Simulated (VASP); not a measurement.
## PbS (Galena): single point with PBE

The system is PbS (Galena).

```
Pb S
1.0
     0.00000    2.96575    2.96575
     2.96575    0.00000    2.96575
     2.96575    2.96575    0.00000
Pb S
1 1
Direct
  0.00000 0.00000 0.00000
  0.50000 0.50000 0.50000
```

| Quantity | Value |
| --- | --- |
| Program | VASP 6.6.1 |
| Task | single point |
| Functional | PBE |
| Potentials or basis | VASP PAW PBE potentials, release 64 (Pb_d, S) |
| Cutoff | 520 eV |
| k mesh | 8 × 8 × 8 |
| Occupations | gaussian, width 0.03 eV |
| Spin | no spin polarisation |

```json
{
 "Pressure": "2.1 GPa",
 "Band gap on the k mesh": "0.36 eV, direct"
}
```

Levels at points of the mesh, in eV from the valence-band top:
| k point | band 6 | band 7 | band 8 | band 9 | band 10 | band 11 | band 12 | band 13 | band 14 | band 15 |
| --- | --- | --- | --- | --- | --- | --- | --- | --- | --- | --- |
| (0.00, 0.00, 0.00) | -13.60 | -6.04 | -2.17 | -2.17 | -2.17 | 5.21 | 5.21 | 5.21 | 6.73 | 6.73 |
| (0.50, 0.00, 0.00) | -12.36 | -8.85 | -1.78 | -1.78 | 0.00 | 0.36 | 1.96 | 1.96 | 8.66 | 10.12 |
| (0.50, 0.50, 0.00) | -11.93 | -7.20 | -5.20 | -3.44 | -3.44 | 3.86 | 5.58 | 5.68 | 5.68 | 11.17 |

Run time: 13 s on 1 thread of Intel(R) Xeon(R) Platinum 8488C (Sapphire Rapids), on a shared host, peak memory 0.18 GiB.

Caveat: spin-orbit coupling is left out, which as a rule narrows the gap of such compounds by several tenths of an eV. A k mesh can miss the band edges.
